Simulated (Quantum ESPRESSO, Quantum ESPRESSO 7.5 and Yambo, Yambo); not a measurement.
**CdTe (F-43m): G0W0 on several meshes in Yambo**

Aim: the GW shift of CdTe (F-43m) against the k mesh.

Program: Quantum ESPRESSO 7.5 and Yambo 5.3.0. Level of theory: PBE and many-body steps on it, plane waves. Results are calculated unless marked as measured.

## Step 1: Set-up

The structure is cubic, space group F-43m (No. 216). The conventional cell has a = 6.480 Å, b = 6.480 Å, c = 6.480 Å, α = 90.00°, β = 90.00°, γ = 90.00°. Nearest to Cd lie 4 Te at 2.81 Å. Nearest to Te lie 4 Cd at 2.81 Å. Farther neighbours and most contacts between anions are not listed.

The cell and positions come from the Crystallography Open Database and are kept as given unless a step says otherwise. Spin-orbit coupling is left out unless a step names it.

## Step 2: Empty states on the mesh, 2×2×2 mesh, 93 bands

This step: Quantum ESPRESSO 7.5; DFT, PBE, plane waves, norm-conserving pseudopotentials.

The sums over transitions need many empty states on a uniform mesh; this step solves for them.

Input file pw.in:

```
&control
  calculation = 'nscf'
  prefix = 'x'
  outdir = 'o'
  pseudo_dir = 'pseudo'
/
&system
  ibrav = 0
  nat = 2
  ntyp = 2
  ecutwfc = 94.0
  nbnd = 93
  force_symmorphic = .true.
/
&electrons
  conv_thr = 1e-9
  electron_maxstep = 80
  diago_full_acc = .true.
  diago_thr_init = 5e-6
/
ATOMIC_SPECIES
  Cd 112.41 Cd.upf
  Te 127.6 Te.upf
CELL_PARAMETERS angstrom
  0.0000000000 3.2400000000 3.2400000000
  3.2400000000 0.0000000000 3.2400000000
  3.2400000000 3.2400000000 0.0000000000
ATOMIC_POSITIONS crystal
  Cd 0.0000000000 0.0000000000 0.0000000000
  Te 0.2500000000 0.2500000000 0.2500000000
K_POINTS automatic
  2 2 2 0 0 0
```

The run is started by

```
> OMP_NUM_THREADS=1 mpirun -n 4 pw.x -nk 4 -in pw.in > pw.out
```

What it wrote:

```text
Program PWSCF v.7.5 starts

     This program is part of the open-source Quantum ESPRESSO suite
     for quantum simulation of materials; please cite
         "P. Giannozzi et al., J. Phys.:Condens. Matter 21 395502 (2009);
         "P. Giannozzi et al., J. Phys.:Condens. Matter 29 465901 (2017);
         "P. Giannozzi et al., J. Chem. Phys. 152 154105 (2020);
     in publications or presentations arising from this work. More details at

     Atomic positions and unit cell read from directory:
     o/x.save/

     Message from routine setup:
[...]
k =-0.7071 0.0000 0.0000 (  7078 PWs)   bands (ev):

  -150.4559-100.4824-100.4824-100.4824 -93.9054 -54.9603 -54.9602 -54.9602
[...]
50.9832  51.0558  52.7618  53.0888  53.0888  53.1275  53.8553  53.8553
    54.3504  54.6428  54.6428  54.8523  55.2127  55.8831  55.8831  57.6084
    58.6802  58.6802  59.6936  61.3820  61.5096

     highest occupied, lowest unoccupied level (ev):     8.2696    9.0401

     XML data file, pseudopotentials, collected wavefunctions

=------------------------------------------------------------------------------=
   JOB DONE.
=------------------------------------------------------------------------------=
```

Wall time 9.6 s (4 MPI ranks of Arm Neoverse V1, shared host); peak memory 0.41 GiB.

Numbers from this step:

| Item | Value |
| --- | --- |
| gap | 0.7705 eV |
| k of the valence top | 0, 0, 0 |
| k of the conduction bottom | 0, 0, 0 |
| least direct gap | 0.7705 eV |
| k points computed | 3 |
| lowest point of the top converged band, above the valence top | 51.4726 eV |

On this mesh the gap is 0.770 eV.

The density comes from a self-consistent run that is not shown.

## Step 3: Conversion and set-up

This step: Yambo 5.3.0; conversion and set-up on PBE, plane waves, norm-conserving pseudopotentials.

The states are converted to the many-body program's format and the q mesh is built.

The run is started by

```
> (cd o/x.save; p2y > p2y.log; mv SAVE ../..); yambo > setup.log
```

What it wrote:

```text
 Yambo, version 5.3.0

 [02] CORE Variables Setup
 =========================

  [02.01] Unit cells
  ==================

  Cell kind             :  FCC
  Atoms in the cell     :  Cd  Te
  number of Cd atoms    :  1
  number of Te atoms    :  1

  List of atomic masses
  Mass of Cd    :  112.4100
  Mass of Te    :  127.6000

  List of atomic coordinates    : [cc]
  Cd1       :  0.000000  0.000000  0.000000  order 1
  Te1       :  3.061356  3.061356  3.061356  order 2

  Alat factors          :  6.122713  6.122713  6.122713 [a.u.]
  Direct lattice volume :  459.0517 [a.u.]
[...]
0.000000  0.000000  0.000000  0.000000  0.000000  0.000000  0.000000  0.000000

 [03] Transferred momenta grid and indexing
 ==========================================

 IBZ Q-points                                      :  3
 BZ  Q-points                                      :   8

 K/Q-points units:
 rlu = crystal or reduced units; cc = cartesian coordinates; iku = interal k-units

 Q [1]          [rlu]:  0.000000  0.000000  0.000000
 Q [2]          [rlu]:  0.14262E-16  0.14262E-16 -0.50000
 Q [3]          [rlu]:  0.42627E-17 -0.50000     -0.50000

  [03.01] X indexes
  =================

   [03.01.01] Sigma indexes
   ========================

 [06] Game Over & Game summary
```

It took 3.2 s on 1 MPI rank; peak memory 0.26 GiB.

## Step 4: 2×2×2

Now the one-shot GW correction: screening in the RPA, then the self-energy of the levels asked for.

This step: G0W0 on PBE, plane waves, norm-conserving pseudopotentials.

Input file gw13.in:

```
HF_and_locXC
gw0
dyson
ppa
em1d
rim_cut
RandQpts= 1000000
RandGvec= 1 RL
EXXRLvcs= 94 Ry
VXCRLvcs= 376 Ry
Chimod= "HARTREE"
% BndsRnXp
 1 | 93 |
%
NGsBlkXp= 11 Ry
% LongDrXp
 1 | 1 | 1 |
%
% GbndRnge
 1 | 93 |
%
DysSolver= "n"
ExtendOut
PPAPntXp= 27.21138 eV
% QPkrange
 1 | 1 | 21 | 24 |
%
```

The run is started by

```
> OMP_NUM_THREADS=1 mpirun -n 4 yambo -F gw13.in -J gw13 -C gw13 > gw13.log
```

What it wrote:

```text
 Yambo, version 5.3.0

 [02] CORE Variables Setup
 =========================

  [... cell, symmetries and grids as in the set-up ...]

  [02.05] Energies & Occupations
  ==============================

  [X] === General ===
  [X] Electronic Temperature                        :  0.000000  0.000000 [eV K]
  [X] Bosonic    Temperature                        :  0.000000  0.000000 [eV K]
  [X] Finite Temperature mode                       : no
  [X] El. density                                   :  0.64683E+24 [cm-3]
  [X] Fermi Level                                   :  8.269562 [eV]

  [X] === Gaps and Widths ===
  [X] Conduction Band Min                           :  0.770493 [eV]
  [X] Valence Band Max                              :  0.000000 [eV]
  [X] Filled Bands                                  :  22
  [X] Empty Bands                                   :   23   93
  [X] Direct Gap                                    :  0.770493 [eV]
  [X] Direct Gap localized at k                     :  1
  [X] Indirect Gap                                  :  0.770493 [eV]
  [X] Indirect Gap between kpts                     :  1  1
  [X] Last valence band width                       :  1.860930 [eV]
  [X] 1st conduction band width                     :  1.845803 [eV]

 [03] Transferred momenta grid and indexing
 ==========================================

 IBZ Q-points                                      :  3
 BZ  Q-points                                      :   8

 K/Q-points units:
 rlu = crystal or reduced units; cc = cartesian coordinates; iku = interal k-units

 Q [1]          [rlu]:  0.000000  0.000000  0.000000
 Q [2]          [rlu]:  0.14262E-16  0.14262E-16 -0.50000
 Q [3]          [rlu]:  0.42627E-17 -0.50000     -0.50000

 [04] Coloumb potential Random Integration (RIM)
 ===============================================

  [04.01] RIM initialization
  ==========================

  * Diagonal components only detected *

  8 x (sBL volume)        :  0.540354 [a.u.]
  sBZ random points       :  1000000
  Points outside the sBZ  :   7996195
  RL volume               :  0.540354 [a.u.]
  Integrated volume       :  0.540611 [a.u.]

  [04.02] RIM integrals
  =====================

  Gamma point sphere radius             :  0.147744 [a.u.]
  Points outside the sphere             :   799659
  [Int_sBZ(q=0) 1/q^2]*(Vol_sBZ)^(-1/3) =:  7.764404
                                 should be <:  7.795600

  Summary of Coulomb integrals for non-metallic bands |Q|[au] RIM/Bare

  Q [1] 0.100000E-4 0.995998 * Q [2] 0.444362 1.063913
  Q [3] 0.513105 1.063520

 [05] Dipoles
 ============

  [05.01] Setup: observables and procedures
  =========================================

 [06] Dynamic Dielectric Matrix (PPA)
 ====================================

 [WR./gw13//ndb.pp]--------------------------------------------------------------
  Brillouin Zone Q/K grids (IBZ/BZ)                :   3   8   3   8
  RL vectors                                       :   8099 [WF]
  Coulomb cutoff potential                         : none
  Electronic Temperature                           :  0.000000 [K]
  Bosonic    Temperature                           :  0.000000 [K]
  PPA    diel. fun.  energies                      : Perdew, Burke & Ernzerhof(X)+Perdew, Burke & Ernzerhof(C)
  wavefunctions                                    : Perdew, Burke & Ernzerhof(X)+Perdew, Burke & Ernzerhof(C)
  Global Gauge                                     : length
  X matrix size                                    :  307
  X band range                                     :    1   93
  X e/h energy range                               : -1.000000 -1.000000 [eV]
  X Time ordering                                  : R
  X Hxc Kernel                                     : HARTREE
  X Drude frequency                                :  0.000000  0.000000
  X poles                                          :  100.0000 [o/o]
  RL vectors in the sum                            :   8099
  [r,Vnl] included                                 : yes
  Field direction                                  :  0.577350E-5  0.577350E-5  0.577350E-5
  BZ energy Double Grid                            : no
  BZ energy DbGd points                            : 0
  BZ Q point size factor                           : -1.000000
  X Optical Averaged directions                    : none

 [07] Local Exchange-Correlation + Non-Local Fock
 ================================================

 [VXC] Plane waves :   56833
 [EXS] Plane waves :   7239

 QP @ state[ 1 ] K range:  1  1
 QP @ state[ 1 ] b range:  21  24

 [xc] Functional : Perdew, Burke & Ernzerhof(X)+Perdew, Burke & Ernzerhof(C)
 [xc] LIBXC used to calculate xc functional
  PP Number of Atomic Species                      :  2
  NLCC RL compoments                               :   56833
  PP Number of Atomic Species                      :  2
  NLCC RL compoments                               :   56833

 [xc] E_xc :  -35.80634 [Ha]
      E_xc :  -71.61268 [Ry]

  Local XC kind (lXC) : Perdew, Burke & Ernzerhof(X)+Perdew, Burke & Ernzerhof(C)
  Non-Local XC kind (nlXC) : Hartree-Fock

  Corrections @ K [1] :  [eV]
 <21|nlXC|21> = -16.85498  0.67642E-17 <21|lXC|21> = -14.50990  0.58110E-19
 <22|nlXC|22> = -16.85496 -0.12259E-17 <22|lXC|22> = -14.50988 -0.94413E-16
 <23|nlXC|23> = -7.166475  0.24696E-17 <23|lXC|23> = -11.86076 -0.18873E-15
 <24|nlXC|24> = -5.542879 -0.11612E-17 <24|lXC|24> = -10.04279  0.18881E-15

 [08] Dyson equation: Newton solver
 ==================================

  [08.01] G0W0 (W PPA)
  ====================

  [  GW  ] Bands range     :    1   93
  [GW/PPA] G damping       :  0.100000 [eV]

  QP @ state[ 1 ] K range:  1  1
  QP @ state[ 1 ] b range:  21  24

   Sc/G bands                                       :    1   93
   Sc/G damping                                     :  0.100000 ev
   Sc bands terminator                              : no
   Sx RL components                                 :   7239

   QP @ state[ 1 ] K range                          :  1  1
   QP @ state[ 1 ] b range                          :  21  24
   GF energies kind                                 : Perdew, Burke & Ernzerhof(X)+Perdew, Burke & Ernzerhof(C)
   GF WF`s kind                                     : Perdew, Burke & Ernzerhof(X)+Perdew, Burke & Ernzerhof(C)
   Xs energies kind                                 : Perdew, Burke & Ernzerhof(X)+Perdew, Burke & Ernzerhof(C)
   Xs WF`s kind                                     : Perdew, Burke & Ernzerhof(X)+Perdew, Burke & Ernzerhof(C)

 [11] Game Over & Game summary
```

Elapsed: 14 s, on 4 MPI ranks; peak memory 1.6 GiB.

This step gave:

| Item | Value |
| --- | --- |
| G0W0 gap on the points computed | 1.478 eV |
| starting gap on the mesh | 0.7705 eV |
| k of the valence top | 0, 0, 0 |
| k of the conduction bottom | 0, 0, 0 |
| least direct G0W0 gap on the computed points | 1.478 eV |
| Z at the valence top | 0.8042 |
| Z at the conduction bottom | 0.8152 |

The gap on the mesh goes from 0.77 eV to 1.48 eV, a correction of +0.71 eV.

## Step 5: Empty states on the mesh, 6×6×6 mesh, 93 bands

This step: Quantum ESPRESSO 7.5; DFT, PBE, plane waves, norm-conserving pseudopotentials.

pw.in: that of step 2 with these lines changed.

```diff
@@ -31,2 +31,2 @@
 K_POINTS automatic
-  2 2 2 0 0 0
+  6 6 6 0 0 0
```

The run is started by

```
> OMP_NUM_THREADS=1 mpirun -n 4 pw.x -nk 4 -in pw.in > pw.out
```

What it wrote:

```text
[banner, memory and clock lines left out]
Program PWSCF v.7.5 starts

     Atomic positions and unit cell read from directory:
     o/x.save/

     Message from routine setup:
     using ibrav=0 with symmetry is DISCOURAGED, use correct ibrav instead

     G-vector sticks info

     bravais-lattice index     =            0
     lattice parameter (alat)  =       8.6588  a.u.
     unit-cell volume          =     459.0517 (a.u.)^3
     number of atoms/cell      =            2
     number of atomic types    =            2
     number of electrons       =        44.00
[...]
59.2979  60.3861  61.7533  61.7533  61.8076

          k = 0.2357 0.2357-0.2357 (  7072 PWs)   bands (ev):

  -150.4559-100.4824-100.4824-100.4824 -93.9054 -54.9602 -54.9602 -54.9602
[...]
49.3359  50.7498  50.9235  50.9235  51.1554  52.5811  52.5811  53.3038
    54.1914  54.1914  55.6075  55.6075  56.4552  56.9896  56.9896  57.2267
    59.5275  59.6007  59.6007  59.7143  61.5885

          k =-0.3536-0.3536 0.3536 (  7120 PWs)   bands (ev):

     [... further k-points ...]

     highest occupied, lowest unoccupied level (ev):     8.2696    9.0401

     XML data file, pseudopotentials, collected wavefunctions
```

Elapsed: 36 s, on 4 MPI ranks; peak memory 0.47 GiB.

Numbers from this step:

```
gap                                                           : 0.7705 eV
k of the valence top                                          : 0, 0, 0
k of the conduction bottom                                    : 0, 0, 0
least direct gap                                              : 0.7705 eV
k points computed                                             : 16
lowest point of the top converged band, above the valence top : 51.4726 eV
```

On this mesh the gap is 0.770 eV.

(Part 1 of 2 ends here.)

[Paths, hosts, dates, memory and timing lines, banners, echoed tables and standing remarks are left out of the program output.]

[Logs are printed without paths, hosts, clocks, repeated set-up lines and the standing remarks that a program may print on its own settings, such as how far it seeks lower states.]

[Runs of the session that timed out or met a known fault of the program may be left out.]

[Hosts, paths, dates, database ids (printed as entryN), source tags and the programs' standing remarks are cut or masked in the printed files.]
